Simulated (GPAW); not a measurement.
Set up this calculation in GPAW 26.7.0, as an ASE script.

```yaml
Task: single point
Functional: TB-mBJ
Potentials_or_basis: GPAW PAW data sets for LDA (gpaw-data 1.2.1)
Cutoff: 800 eV
Basis: pw
k_mesh: 7 × 7 × 4
Occupations: fermi-dirac, width 0.05 eV
Spin: no spin polarisation
Maxiter: 150
```

The structure of AlN lies in POSCAR:

```
AlN
1.0
    3.1130000000      0.0000000000      0.0000000000
   -1.5565000000      2.6959370820      0.0000000000
    0.0000000000      0.0000000000      4.9810000000
Al N
2 2
Direct
    0.6666666667      0.3333333333      0.5000000000
    0.3333333333      0.6666666667      0.0000000000
    0.6666666667      0.3333333333      0.8800000000
    0.3333333333      0.6666666667      0.3800000000
```

One way to write it, as run:

run.py

```python
from ase.dft.bandgap import bandgap
from ase.io import read, write
from gpaw import GPAW, PW

atoms = read('POSCAR')

calc = GPAW(mode=PW(800),
            xc='TB09',
            kpts={'size': (7, 7, 4), 'gamma': True},
            occupations={'name': 'fermi-dirac', 'width': 0.05},
            nbands=18,
            convergence={'density': 1e-05, 'energy': 1e-05},
            eigensolver='cg',
            maxiter=150,
            txt='gpaw.txt')
atoms.calc = calc
energy = atoms.get_potential_energy()
calc.write('gs.gpw')
write('result.traj', atoms)
print('Fermi level:', round(calc.get_fermi_level(), 4), 'eV')
print(f'Gap: {bandgap(calc)[0]:.4f} eV, direct: {bandgap(calc, direct=True)[0]:.4f} eV')
```

Potentials or basis: GPAW PAW data sets for LDA (gpaw-data 1.2.1), pw.

Run with:

```sh
$ OMP_NUM_THREADS=1 python run.py
```

It gave:

```
Band gap on the k mesh : 5.76 eV, direct
```

Caveat: a model potential gives levels but no total energy.

It took 100 s on 1 thread of Intel(R) Xeon(R) Platinum 8375C CPU @ 2.90GHz (Ice Lake), on a shared host, peak memory 0.23 GiB.
